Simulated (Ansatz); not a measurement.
**CoO (Fm-3m): cell relaxations under several functionals in Python**

Aim: cell relaxations under several functionals, for CoO (Fm-3m), run from a script.

Computed with Ansatz 0.2.0 through its Python package. The levels of theory stand in the script.

**1. Starting point**

Symmetry: Fm-3m, No. 225, cubic system. The conventional cell has a = 4.263 Å, b = 4.263 Å, c = 4.263 Å, α = 90.00°, β = 90.00°, γ = 90.00°. Co (site symmetry m-3m) has 6 O at 2.13 Å as nearest neighbours. O (site symmetry m-3m) has 6 Co at 2.13 Å as nearest neighbours.

The script reads coo.cif:

```cif
data_CoO
_cell_length_a 3.014396
_cell_length_b 3.014396
_cell_length_c 3.014396
_cell_angle_alpha 60.00000
_cell_angle_beta 60.00000
_cell_angle_gamma 60.00000
_symmetry_space_group_name_H-M 'P 1'
_symmetry_Int_Tables_number 1
loop_
_symmetry_equiv_pos_as_xyz
'x, y, z'
loop_
_atom_site_label
_atom_site_type_symbol
_atom_site_fract_x
_atom_site_fract_y
_atom_site_fract_z
Co1 Co    0.000000    0.000000    0.000000
O2 O    0.500000    0.500000    0.500000
```

**2. The code**

Contents of coo.py:

```python
# -*- coding: utf-8 -*-
"""Relaxed cell of CoO under several functionals."""

import ansatz as az
from ase.io import read
import numpy as np

def edges_and_angles(cell):
    cell = np.asarray(cell)
    a, b, c = np.linalg.norm(cell, axis=1)
    cosines = cell[1] @ cell[2] / (b * c), cell[0] @ cell[2] / (a * c), cell[0] @ cell[1] / (a * b)
    return (a, b, c, *np.degrees(np.arccos(cosines)))

atoms = read("coo.cif")
coo = az.Crystal.from_ase(atoms).moments(Co=3.2)

base = (
    coo.calculation()
    .basis(470)
    .kpoints(spacing=0.27)
    .occupations("Gaussian")
    .spin(az.SpinTreatment.COLLINEAR)
    .relax(cell=True, force_tolerance=0.05)
)

levels = [("pbe", "none"), ("pbesol", "none"), ("lda", "none")]
print("level            a       b       c    alpha   beta  gamma  V/atom  steps")
for name, dispersion in levels:
    seen = []
    run = base.functional(name, dispersion=dispersion).session().plan()
    outcome = run.execute(on_event=lambda e: seen.append(e) if e["event"] == "relax_step" else None)
    cell = outcome.lattice.cell_ang
    label = name if dispersion == "none" else f"{name}+{dispersion}"
    print("{:13s} {:7.4f} {:7.4f} {:7.4f} {:6.2f} {:6.2f} {:6.2f}".format(label, *edges_and_angles(cell)), f"{abs(np.linalg.det(cell)) / len(outcome.lattice.sites):7.3f} {len(seen):5d}")
```

**3. The calls as engine input**

The package turns the script's settings into the engine's input (first run):

```yaml
crystal:
  lattice:
    - [3.014396, 0.0, 0.0]
    - [1.5071980000000005, 2.6105435130661965, 0.0]
    - [1.5071980000000005, 0.8701811710220657, 2.461244027562213]
  atoms:
    - { symbol: Co, position: [0.0, 0.0, 0.0] }
    - { symbol: O, position: [0.5, 0.49999999999999994, 0.5] }
basis:
  ecutwfc: 470.0
kpoints:
  mp_grid:
    kspacing: 0.27
hamiltonian:
  xc: pbe
  dispersion: none
magnetization:
  spin_polarized: true
  per_species:
    Co: 3.2
scf:
  occupations:
    method: gaussian
relax:
  f_tol: 0.05
  cell: {}
```

**4. Launch**

On the command line:

```
$ python coo.py
```

Standard output:

```text
level            a       b       c    alpha   beta  gamma  V/atom  steps
DeckWarning: where an SCF of this run starts from atoms to list the orders of its open shells, Co (site 0, from 0) starts with 3.00 μB on its 3d shell, in the place of the 3.20 μB that the deck gives it: its open shells can hold no more by Hund's first rule. To start from spheres of the given moment, type scf.initial_density.shell_occupations: []
pbe            3.0034  3.0034  3.0034  60.00  60.00  60.00   9.578     4
pbesol         2.9508  2.9508  2.9508  60.00  60.00  60.00   9.084     7
lda            2.8803  2.8803  2.8803  60.00  60.00  60.00   8.448     8
```

(Warnings from the package without file and line.)

Wall time 45 s (1 thread of Arm Neoverse V2, shared host); peak memory 0.44 GiB.

**5. What changed from run to run**

The engine's inputs for the other runs:

Run 2, against run 1:

```diff
@@ -15 +15 @@
-  xc: pbe
+  xc: pbesol
```

Run 3, against run 1:

```diff
@@ -15 +15 @@
-  xc: pbe
+  xc: lda
```

Lines on the test bed's own set-up are left out of the output.

A comment line of the script is reworded here; the code is as run.

**6. What each run gave**

One row for each of the 3 runs:

```
run  functional  energy (eV/atom)  final volume (Å³/atom)  moment (μB/cell)  SCF cycles in all  CPU time (s)
  1         pbe        -2846.0591                    9.58              2.92                 34           9.9
  2      pbesol        -2826.1505                    9.08              2.83                 54            16
  3         lda        -2808.2278                    8.45              2.15                 63            18
```

Energies are free energies F = E - TS of the smeared occupations. Totals hang on method, basis and potentials, so only like runs compare.

**7. The relaxation of run 1, step by step**

Relaxation path:

```csv
step,energy from step 1 (eV/cell),largest force component (eV/Å),pressure (GPa),volume (Å³)
1,0.0000,0.0000,-1.87,19.37
2,-0.0011,0.0000,-0.93,19.26
3,-0.0015,0.0000,0.01,19.16
4,-0.0012,0.0000,0.00,19.16
```

Step 1 is the start. Step 4 repeats the geometry before it on a plane-wave basis chosen anew for that cell, so its energy need not be comparable with the rows above.

Lengths and angles in the start's conventional setting:

|  | before | after | change |
| --- | --- | --- | --- |
| a (Å) | 4.263 | 4.247 | -0.4 % |
| b (Å) | 4.263 | 4.247 | -0.4 % |
| c (Å) | 4.263 | 4.247 | -0.4 % |
| volume (Å³/atom) | 9.68 | 9.58 | -1.1 % |
| shortest distance (Å) | 2.131 | 2.124 | -0.4 % |
| space group (0.01 Å) | Fm-3m | Fm-3m | same |

The run keeps the 48 symmetry operations of the start, so it could not have lowered the symmetry.

**8. Path of the relaxation of run 3**

Step by step:

```
step  E - E(step 1) (eV/cell)  largest force component (eV/Å)  pressure (GPa)  volume (Å³)
   1                   0.0000                          0.0000          -19.05        19.37
   2                  -0.1034                          0.0000          -11.66        18.29
   3                  -0.1662                          0.0000            1.30        16.82
   4                  -0.1663                          0.0000           -0.67        16.96
   5                  -0.1664                          0.0000            0.02        16.91
   6                  -0.1651                          0.0000           -0.14        16.91
   7                  -0.1651                          0.0000            0.00        16.90
   8                  -0.1651                          0.0000            0.00        16.90
```

Step 1 is the start. Steps 6, 8 each repeat the geometry before them on a plane-wave basis chosen anew, so the energy can jump there without any move.

Lengths and angles in the start's conventional setting:

|  | before | after | change |
| --- | --- | --- | --- |
| a (Å) | 4.263 | 4.073 | -4.4 % |
| b (Å) | 4.263 | 4.073 | -4.4 % |
| c (Å) | 4.263 | 4.073 | -4.4 % |
| volume (Å³/atom) | 9.68 | 8.45 | -12.8 % |
| shortest distance (Å) | 2.131 | 2.037 | -4.4 % |
| space group (0.01 Å) | Fm-3m | Fm-3m | same |

The run keeps the 48 symmetry operations of the start, so it could not have lowered the symmetry.

**9. What came out**

| quantity | value |
| --- | --- |
| runs compared | 3 |
| relaxed volume | 8.45 (lda) to 9.58 Å³/atom (pbe) |

From smallest to largest: LDA (8.45 Å³ an atom, -12.8 % against the start), PBEsol (9.08 Å³ an atom, -6.2 % against the start) and PBE (9.58 Å³ an atom, -1.1 % against the start). The spread is 13.4 % in volume. In run 1, over 2 moves the cell shrank by 1.1 % in volume, and the space group stayed Fm-3m. In run 3, the volume shrank by 12.8 % over 5 moves, and the space group stayed Fm-3m. Forces vanish by symmetry, so the ions can't move, and the end may be a saddle. Edges and angles that the script prints are those of the cell as typed, here a primitive one. With one magnetic atom the cell can hold only ferromagnetic order. Without a Hubbard U or exact exchange, semilocal functionals often make such 3d compounds metallic or too weakly gapped.
